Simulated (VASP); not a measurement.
Method: PBE GGA, VASP's PBE PAW potentials (set 64) (plane waves; VASP).

Input for VASP

File KPOINTS:
```
Automatic mesh
0
Gamma
9 9 5
0 0 0
```

### POSCAR
```
BeO
1
    2.7171810000     0.0000000000     0.0000000000
   -1.3585910000     2.3531480000     0.0000000000
    0.0000000000     0.0000000000     4.4132160000
Be O
2 2
Direct
  0.3333330000   0.6666670000   0.0001600000
  0.6666670000   0.3333330000   0.5001600000
  0.3333330000   0.6666670000   0.3773400000
  0.6666670000   0.3333330000   0.8773400000
```

INCAR:
```
ALGO  =  Normal
LCHARG  =  .FALSE.
PREC  =  Accurate
SIGMA  =  0.01   # width (eV)
ISMEAR  =  0   # Gaussian
LWAVE  =  .FALSE.
EDIFF  =  1E-6
ENCUT  =  400   # plane-wave cut-off (eV)
LREAL  =  .FALSE.
GGA  =  PE   # PBE
NELM  =  100   # most electronic steps
SYSTEM  =  BeO
ISIF  =  2   # forces and stress, cell fixed
LASPH  =  .TRUE.
```

POTCAR, in this order: Be O (PBE.64 set). Program: vasp_std.

Output

### OUTCAR
```
 ion  position               nearest neighbor table
   1  0.333  0.667  0.000-   4 1.66   4 1.66   4 1.66   3 1.66
   2  0.667  0.333  0.500-   3 1.66   3 1.66   3 1.66   4 1.66
   3  0.333  0.667  0.377-   2 1.66   2 1.66   2 1.66   1 1.66
   4  0.667  0.333  0.877-   1 1.66   1 1.66   1 1.66   2 1.66
  LATTYP: Found a hexagonal cell.
 ALAT       =     2.7171810000
 C/A-ratio  =     1.6241891872
 Subroutine PRICEL returns:
 Original cell was already a primitive cell.
 Subroutine GETGRP returns: Found 12 space group operations
The static configuration has the point symmetry C_3v.
 The point group associated with its full space group is C_6v.
The dynamic configuration has the point symmetry C_3v.
 Subroutine INISYM returns: Found 12 space group operations
 Subroutine IBZKPT returns following result:
 Found     36 irreducible k-points:

 Following reciprocal coordinates:
            Coordinates               Weight
  0.000000  0.000000  0.000000      1.000000
  0.111111  0.000000  0.000000      6.000000
  0.222222  0.000000  0.000000      6.000000
  0.333333  0.000000  0.000000      6.000000
  0.444444  0.000000  0.000000      6.000000
  0.111111  0.111111  0.000000      6.000000
  0.222222  0.111111  0.000000     12.000000
  0.333333  0.111111  0.000000     12.000000
  0.444444  0.111111  0.000000      6.000000
  0.222222  0.222222  0.000000      6.000000
  0.333333  0.222222  0.000000     12.000000
  0.333333  0.333333  0.000000      2.000000
  0.000000  0.000000  0.200000      2.000000
  0.111111  0.000000  0.200000     12.000000
  0.222222  0.000000  0.200000     12.000000
  0.333333  0.000000  0.200000     12.000000
  0.444444  0.000000  0.200000     12.000000
  0.111111  0.111111  0.200000     12.000000
  0.222222  0.111111  0.200000     24.000000
  0.333333  0.111111  0.200000     24.000000
...
```

OSZICAR:
```
       N       E                     dE             d eps       ncg     rms          rms(c)
DAV:   1     0.440880450781E+02    0.44088E+02   -0.77951E+03   888   0.104E+03
DAV:   2    -0.283101212242E+02   -0.72398E+02   -0.68412E+02  1164   0.242E+02
DAV:   3    -0.306066472418E+02   -0.22965E+01   -0.22908E+01  1140   0.459E+01
DAV:   4    -0.306235227443E+02   -0.16876E-01   -0.16869E-01  1036   0.450E+00
DAV:   5    -0.306237535897E+02   -0.23085E-03   -0.23083E-03  1128   0.448E-01    0.888E+00
DAV:   6    -0.285235765730E+02    0.21002E+01   -0.71040E+00   996   0.237E+01    0.293E+00
DAV:   7    -0.285080491858E+02    0.15527E-01   -0.14023E-01  1040   0.372E+00    0.186E+00
DAV:   8    -0.285158375318E+02   -0.77883E-02   -0.39248E-02   896   0.280E+00    0.260E-01
DAV:   9    -0.285148508376E+02    0.98669E-03   -0.29088E-03  1152   0.530E-01    0.686E-02
DAV:  10    -0.285151842325E+02   -0.33339E-03   -0.74965E-04   956   0.232E-01    0.472E-02
DAV:  11    -0.285151528290E+02    0.31403E-04   -0.15342E-04  1116   0.114E-01    0.373E-03
DAV:  12    -0.285151523475E+02    0.48149E-06   -0.38303E-06   996   0.211E-02
   1 F= -.28515152E+02 E0= -.28515152E+02  d E =-.138915E-51
```

### OUTCAR
```
------------------------ aborting loop because EDIFF is reached ----------------------------------------
  FORCE on cell =-STRESS in cart. coord.  units (eV):
  Direction    XX          YY          ZZ          XY          YZ          ZX
  --------------------------------------------------------------------------------------
  Total       -1.2871562     -1.2871565     -1.2570427      0.0000003      0.0000000      0.0000000
  in kB      -73.0834179    -73.0834320    -71.3736042      0.0000155      0.0000000      0.0000000
  external PRESSURE =     -72.5134847 kB  Pullay stress =       0.0000000 kB
  volume of cell :       28.22
      direct lattice vectors                 reciprocal lattice vectors
     2.717181000  0.000000000  0.000000000     0.368028482  0.212481401  0.000000000
    -1.358591000  2.353148000  0.000000000     0.000000000  0.424962646  0.000000000
     0.000000000  0.000000000  4.413216000     0.000000000  0.000000000  0.226592127
 POSITION                                       TOTAL-FORCE (eV/Angst)
 -----------------------------------------------------------------------------------
     -0.00000      1.56877      0.00071        -0.000000      0.000000     -0.024894
      1.35859      0.78438      2.20731        -0.000000      0.000000     -0.024894
     -0.00000      1.56877      1.66528        -0.000000      0.000000      0.024894
      1.35859      0.78438      3.87189         0.000000      0.000000      0.024894
 -----------------------------------------------------------------------------------
    total drift:                               -0.001385      0.000800     -0.001916
  FREE ENERGIE OF THE ION-ELECTRON SYSTEM (eV)
  ---------------------------------------------------
  free  energy   TOTEN  =       -28.5151523475 eV

  energy  without entropy=      -28.5151523475  energy(sigma->0) =      -28.51515235
```
(Selected blocks of OUTCAR.)

At this cut-off the stress carries a Pulay error, which pulls relaxed volumes low.

The structure comes from a computed database's BeO entry; how it stands against other phases isn't given here. The cell was not relaxed at this level.
